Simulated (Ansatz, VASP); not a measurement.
**Two plane-wave programs on SrO**

Contents of INCAR:

```
PREC     = Accurate       # precision mode
ENCUT    = 520            # plane-wave cutoff, eV
EDIFF    = 1E-7           # SCF threshold, eV
ISMEAR   = 0              # smearing method
SIGMA    = 0.05           # smearing width, eV
LREAL    = False          # projectors in reciprocal space
LASPH    = True           # aspherical terms in the spheres
NELM     = 60             # most SCF steps
ALGO     = Fast           # electronic algorithm
ISIF     = 2              # what is computed and relaxed
LWAVE    = False          # write WAVECAR
LCHARG   = False          # write CHGCAR
GGA      = PS             # functional
NBANDS   = 24             # bands
```

Contents of KPOINTS:

```
regular mesh
0
Gamma
  9 9 4
```

The input POSCAR:

```
SrO
1.0
    3.4466894475      0.0000000000      0.0000000000
   -1.7233447238      2.9849206205      0.0000000000
    0.0000000000      0.0000000000      6.1240444203
Sr O
2 2
Direct
    0.3333333333      0.6666666667      0.2500000000
    0.6666666667      0.3333333333      0.7500000000
    0.0000000000      0.0000000000      0.0000000000
    0.0000000000      0.0000000000      0.5000000000
```

Input for Ansatz:

```yaml
crystal:
  lattice:
    - [3.4466894475, 0.0, 0.0]
    - [-1.7233447238, 2.9849206205, 0.0]
    - [0.0, 0.0, 6.1240444203]
  atoms:
    - { symbol: Sr, position: [0.3333333333, 0.6666666667, 0.25] }
    - { symbol: Sr, position: [0.6666666667, 0.3333333333, 0.75] }
    - { symbol: O, position: [0.0, 0.0, 0.0] }
    - { symbol: O, position: [0.0, 0.0, 0.5] }
basis:
  ecutwfc: 420
kpoints:
  mp_grid: { grid: [9, 9, 4] }
hamiltonian:
  xc: pbesol
scf:
  occupations: { method: gaussian, width: 0.05 }
output:
  forces: true
  stress: true
  eigenvalues: true
```

Change from the starting cell: strain -0.030 along x and y, -0.015 along z, atoms carried along.

Alike in both runs: task single point; functional PBEsol; k mesh 9 × 9 × 4; occupations gaussian, width 0.05 eV; no spin polarisation.

|  | VASP | Ansatz |
| --- | --- | --- |
| version | VASP 6.6.1 | Ansatz 0.2.0 |
| potentials or method | VASP PAW PBE potentials, release 64 (Sr_sv, O) | scalar-relativistic, plane waves, PAW |
| plane-wave cutoff (eV) | 520 | 420 |
| valence electrons in the cell | 32 | 32 |

Ansatz gave:

| Item | Value |
| --- | --- |
| gap on the k mesh at the Fermi level (eV) | 3.08 |
| least direct gap on the mesh (eV) | 3.34 |
| pressure (GPa) | 4.6 |
| largest component of the traceless stress (GPa) | 1.57 |

Which values does VASP return?

gap on the k mesh at the Fermi level (eV): 3.04; least direct gap on the mesh (eV): 3.30; pressure (GPa): 5.5; largest component of the traceless stress (GPa): 1.57.

Caveats: the PAW data sets were made with another functional, which shifts forces and pressure a little (VASP); an odd mesh through Γ misses points on the zone boundary, where band edges often lie.
